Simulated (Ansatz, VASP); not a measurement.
One calculation of Ag, two programs

The input INCAR:

```
SYSTEM = Ag
ALGO = Normal
EDIFF = 1E-6
ENCUT = 520
GGA = PE
ISIF = 2
ISMEAR = -1
LASPH = .TRUE.
LCHARG = .TRUE.
LELF = .TRUE.
LREAL = .FALSE.
LVHAR = .TRUE.
LWAVE = .FALSE.
NBANDS = 12
NELM = 60
PREC = Accurate
SIGMA = 0.05
```

KPOINTS

```
k-points
0
G
  9 9 9
  0 0 0
```

File POSCAR:

```
Ag
1.0
    0.0000000000      2.0427500000      2.0836050000
    2.0427500000      0.0000000000      2.0836050000
    2.0427500000      2.0427500000      0.0000000000
Ag
1
Direct
    0.0000000000      0.0000000000      0.0000000000
```

input.yaml

```yaml
crystal:
  lattice:
    - [0.0, 2.04275, 2.083605]
    - [2.04275, 0.0, 2.083605]
    - [2.04275, 2.04275, 0.0]
  atoms:
    - { symbol: Ag, position: [0.0, 0.0, 0.0] }
hamiltonian:
  xc: pbe
  pseudopotentials: { kind: paw }
kpoints:
  mp_grid: { grid: [9, 9, 9] }
scf:
  occupations: { method: fermi_dirac, width: 0.05 }
output:
  forces: true
  stress: true
  eigenvalues: true
```

Alike in both runs: task single point; functional PBE; k mesh 9 × 9 × 9; occupations fermi-dirac, width 0.05 eV; no spin polarisation.

|  | VASP | Ansatz |
| --- | --- | --- |
| version | VASP 6.6.1 | Ansatz 0.2.0 |
| potentials or method | VASP PAW PBE potentials, release 64 (Ag) | Ansatz PAW |
| plane-wave cutoff (eV) | 520 | 420 |
| valence electrons in the cell | 11 | 19 |

```csv
,VASP,Ansatz,Ansatz less VASP
gap on the k mesh at the Fermi level (eV),none,none,-
pressure (GPa),2.2,2.3,+0.15
largest component of the traceless stress (GPa),1.05,1.05,+0.005
```

A gap of «none» marks a metal or a gap that the smearing closes. The two sets of potentials don't hold the same shells in valence.
